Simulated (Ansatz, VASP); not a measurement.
**One calculation of AlGaN2, two programs**

The input POSCAR:

```
AlGaN2
1.0
    3.2351033602      0.0000000000      0.0000000000
    0.0000000000      3.2351033602      0.0000000000
    0.0000000000      0.0000000000      4.2911228018
Al Ga N
1 1 2
Direct
    0.5000000000      0.5000000000      0.5000000000
    0.0000000000      0.0000000000      0.0000000000
    0.5000000000      0.0000000000      0.7382648100
    0.0000000000      0.5000000000      0.2617351900
```

INCAR.step1

```
PREC = Accurate
ENCUT = 520
ISMEAR = 0
SIGMA = 0.05
LREAL = F
LASPH = T
NELM = 100
NBANDS = 21
GGA = PE
ALGO = Normal
EDIFF = 1E-4
LWAVE = T
LCHARG = F
```

Contents of INCAR.step2:

```
PREC = Accurate
ENCUT = 520
EDIFF = 1E-6
ISMEAR = 0
SIGMA = 0.05
LREAL = F
LASPH = T
NELM = 100
ALGO = Normal
ISIF = 2
LWAVE = F
LCHARG = T
METAGGA = R2SCAN
LMIXTAU = T
LELF = T
LVHAR = T
NBANDS = 21
ISTART = 1
```

File KPOINTS:

```
regular mesh
0
Gamma
  8 8 6
```

Input for Ansatz:

```yaml
crystal:
  lattice:
    - [3.2351033602, 0.0, 0.0]
    - [0.0, 3.2351033602, 0.0]
    - [0.0, 0.0, 4.2911228018]
  atoms:
    - { symbol: Al, position: [0.5, 0.5, 0.5] }
    - { symbol: Ga, position: [0.0, 0.0, 0.0] }
    - { symbol: "N", position: [0.5, 0.0, 0.73826481] }
    - { symbol: "N", position: [0.0, 0.5, 0.26173519] }
basis:
  ecutwfc: 500
kpoints:
  mp_grid: { grid: [8, 8, 6] }
hamiltonian:
  xc: r2scan
scf:
  occupations: { method: gaussian, width: 0.05 }
output:
  forces: true
  stress: true
  eigenvalues: true
```

Change from the starting cell: strain +0.030 along x and y, -0.030 along z, atoms carried along.

Alike in both runs: task single point; functional r2SCAN; k mesh 8 × 8 × 6; occupations gaussian, width 0.05 eV; no spin polarisation.

|  | VASP | Ansatz |
| --- | --- | --- |
| version | VASP 6.6.1 | Ansatz 0.2.0 |
| potentials or method | VASP PAW PBE potentials, release 64 (Al, Ga_d, N) | scalar-relativistic, plane waves, PAW |
| plane-wave cutoff (eV) | 520 | 500 |
| valence electrons in the cell | 26 | 26 |

|  | VASP | Ansatz | Ansatz less VASP |
| --- | --- | --- | --- |
| gap on the k mesh at the Fermi level (eV) | 3.18 | 3.17 | -0.012 |
| least direct gap on the mesh (eV) | 3.18 | 3.17 | -0.012 |
| pressure (GPa) | -5.9 | -6.2 | -0.29 |
| largest component of the traceless stress (GPa) | 4.83 | 4.90 | +0.071 |
| rms of the force components (eV/Å) | 0.037 | 0.005 | -0.0325 |

Atom by atom the forces differ by 0.033 eV/Å (rms over components).

Caveats: the PAW data sets were made with another functional, which shifts forces and pressure a little (VASP).
